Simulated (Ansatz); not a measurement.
## NaBr: response to strain

Start from NaBr in the rock salt structure (space group Fm-3m, No. 225; a = 6.0360 Å). Axes: x, y, z lie along the cube axes.

Strains are applied to the cell and any free atomic positions relax; under biaxial strain the out-of-plane vector relaxes too.

The values are results of Kohn–Sham DFT with the PBE functional, run in Ansatz (a first-principles code) with PAW and 420 eV plane waves, without spin-orbit coupling, not measurements.

Notes on the quantities. pressure: mean of the normal stresses, compression positive.

| variant | volume per atom | pressure | band gap |
|---|---|---|---|
| base | 27.49 Å³ | 0.00 GPa | 4.07 eV |
| biaxial strain −4.38 %, plane normal [001], relaxed out of plane | 25.76 Å³ | 1.73 GPa | 4.23 eV |
| biaxial strain +0.61 %, plane normal [001], relaxed out of plane | … | -0.17 GPa | 4.04 eV |
| biaxial strain +2.76 %, plane normal [001], relaxed out of plane | 28.64 Å³ | -0.65 GPa | 3.94 eV |
| biaxial strain +4.73 %, plane normal [001], relaxed out of plane | 29.49 Å³ | -0.97 GPa | 3.86 eV |
| isotropic strain +2.44 % | 29.55 Å³ | -1.19 GPa | 3.88 eV |
| isotropic strain +4.97 % | 31.79 Å³ | -2.02 GPa | 3.70 eV |
| uniaxial strain ε_xx = +1.05 % | 27.78 Å³ | -0.19 GPa | 4.03 eV |
| uniaxial strain ε_xx = +2.88 % | 28.28 Å³ | -0.48 GPa | … |
| uniaxial strain ε_yy = −3.73 % | 26.46 Å³ | 0.88 GPa | … |

### Question
Some entries are withheld; estimate them.

### Answer

- biaxial strain +0.61 %, plane normal [001], relaxed out of plane, volume per atom: 27.74 Å³
- uniaxial strain ε_xx = +2.88 %, band gap: 3.97 eV
- uniaxial strain ε_yy = −3.73 %, band gap: 4.16 eV

Gaps are read on the SCF mesh and a high-symmetry path. Whether these cells are dynamically stable was not tested.
